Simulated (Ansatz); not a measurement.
# Si2Ni: the cost of one run

Method: DFT PBE, scalar-relativistic, plane waves, PAW, in Ansatz 0.2.0.

The COD entry's cell or inner coordinates are ideal or old and differ from later refinements, so a difference from it is no clean test against experiment.

### 1 The structure to begin with

Symmetry: P-3m1, No. 164, trigonal system. Conventional cell: a = 3.815 Å, b = 3.815 Å, c = 27.902 Å, α = 90.00°, β = 90.00°, γ = 120.00°. Si (site symmetry 3m) is surrounded by 3 Ni at 2.34 Å. Ni (site symmetry 3m) is surrounded by 7 Si at 2.34 Å. Around Si (site symmetry 3m) lie 4 Ni at 2.34 Å. Around Ni (site symmetry 3m) lie 8 Si at 2.34 Å.

Structure file:

```
Si Ni
1.0
     3.81484    0.00000    0.00000
    -1.90742    3.30375    0.00000
     0.00000    0.00000   27.90182
Si Ni
8 4
Direct
  0.00000 0.00000 0.30464
  0.33333 0.66667 0.36046
  0.66667 0.33333 0.41627
  0.00000 0.00000 0.47209
  0.33333 0.66667 0.52791
  0.66667 0.33333 0.58373
  0.00000 0.00000 0.63954
  0.33333 0.66667 0.69536
  0.66667 0.33333 0.33255
  0.33333 0.66667 0.44418
  0.00000 0.00000 0.55582
  0.66667 0.33333 0.66745
```

Slab cut from the bulk at the bulk's listed lattice constants, lower half held.

### 2 Relaxing the atoms

Contents of input.yaml:

```yaml
crystal:
  lattice:
    - [3.81484108, 0.0, 0.0]
    - [-1.90742054, 3.30374929, 0.0]
    - [0.0, 0.0, 27.9018166139]
  atoms:
    - { symbol: Si, position: [0.0, 0.0, 0.3046396626] }
    - { symbol: Ni, position: [0.66666667, 0.33333333, 0.3325482882], spin: 2.0 }
    - { symbol: Si, position: [0.33333333, 0.66666667, 0.3604569034] }
    - { symbol: Si, position: [0.66666667, 0.33333333, 0.4162741441] }
    - { symbol: Ni, position: [0.33333333, 0.66666667, 0.4441827593], spin: 2.0 }
    - { symbol: Si, position: [0.0, 0.0, 0.4720913848] }
    - { symbol: Si, position: [0.33333333, 0.66666667, 0.5279086152] }
    - { symbol: Ni, position: [0.0, 0.0, 0.5558172407], spin: 2.0 }
    - { symbol: Si, position: [0.66666667, 0.33333333, 0.5837258559] }
    - { symbol: Si, position: [0.0, 0.0, 0.6395430966] }
    - { symbol: Ni, position: [0.66666667, 0.33333333, 0.6674517118], spin: 2.0 }
    - { symbol: Si, position: [0.33333333, 0.66666667, 0.6953603374] }
basis:
  ecutwfc: 420.0
  fft_grid_basis: typed
kpoints:
  mp_grid: { grid: [9, 9, 1] }
hamiltonian:
  xc: pbe
  pseudopotentials: { kind: paw }
scf:
  occupations: { method: gaussian, width: 0.1 }
output:
  forces: true
  eigenvalues: true
  populations: true
efield:
  axis: 3
  dipole_correction: true
  ramp_width: 0.04
magnetization:
  spin_polarized: true
relax:
  adjacent_minimum: "off"
  f_tol: 0.04
  max_steps: 40
  constraints: [{ sites: [0, 1, 2, 3, 4, 5] }]
```

On the command line:

```
$ ansatz run input.yaml --threads 2 --pin off --max-ram 4423MiB --backend cpu --events-out ev --progress --plain --runs-dir out
```

**Question.** How long does this run take on 2 threads of Intel Xeon Platinum 8259CL at 2.50GHz (Skylake/Cascade Lake), shared host, and how much memory does it need?

About 3.3 min, with a peak of 1 GiB.
